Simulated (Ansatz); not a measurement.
A 4-atom cell of N (P4_2/mnm) from a materials database, relaxed with r2SCAN+rVV10 in the PAW code Ansatz. It is tetragonal, P4_2/mnm (No. 136); a = 3.961 Å, c = 5.133 Å in the conventional setting, 20.13 Å³ an atom. N has 1 N at 1.09 Å.

The axes x, y and z are those of this cell:
```yaml
crystal:
  lattice:
    - [3.96098, 0.00000, 0.00000]
    - [0.00000, 3.96098, 0.00000]
    - [0.00000, 0.00000, 5.13318]
  atoms:
    - { symbol: N, position: [0.90241, 0.90241, 0.00000] }
    - { symbol: N, position: [0.59759, 0.40241, 0.50000] }
    - { symbol: N, position: [0.09759, 0.09759, 0.00000] }
    - { symbol: N, position: [0.40241, 0.59759, 0.50000] }
```

Unstrained: PBE gives an indirect gap of 6.847 eV, from k = (-1/2, -1/2, 0.490) to Γ; the least direct gap is 7.082 eV at Γ. The r2SCAN gap is indirect, 7.493 eV (A to Γ), below the direct gap of 7.734 eV at Γ. With HSE06 the valence top lies at k = (-1/2, -1/2, 0.490) and the conduction bottom at Γ, 9.121 eV higher; the smallest vertical gap, at Γ, is 9.381 eV. Meshes: PBE 6×6×6, r2SCAN 6×6×6, HSE06 4×4×4. Strains are changes of length per length, and xy shears are angles. After each strain the atoms were relaxed again with r2SCAN+rVV10 within the symmetry that the strain leaves, so tilts or polar shifts that break it weren't tested; points keep the names that they have in the unstrained zone. Calculated for a static, non-magnetic cell.

(1) Estimate what xy shear, engineering strain (angle) -5.23 % does to the gap.

(2) Apply uniaxial -2.92 % along x, other directions held. How far does the gap move, against the unstrained cell?

## Answers

(1) PBE: the gap goes from 6.847 to 6.825 eV (-0.022 eV); the edges go from (-1/2, -1/2, 0.490) → Γ to A → Γ. r2SCAN: the gap goes from 7.493 to 7.472 eV (-0.021 eV). HSE06: the gap goes from 9.121 to 9.105 eV (-0.016 eV); the edges go from (-1/2, -1/2, 0.490) → Γ to A → Γ.

(2) PBE: the gap goes from 6.847 to 6.778 eV (-0.069 eV); the edges go from (-1/2, -1/2, 0.490) → Γ to A → Γ. r2SCAN: the gap goes from 7.493 to 7.419 eV (-0.074 eV). HSE06: the gap goes from 9.121 to 9.048 eV (-0.073 eV); the edges go from (-1/2, -1/2, 0.490) → Γ to A → Γ.

Where an edge lies off the special points, it is a point of the mesh or the k point where a search put PBE's edge or least direct gap, reused for the other functionals, whose own edges may lie a little apart.

Coordinates of k points refer to the reciprocal vectors of the primitive cell of the runs.

The meshes of the hybrids are coarse, so their gaps aren't converged to the digits shown.
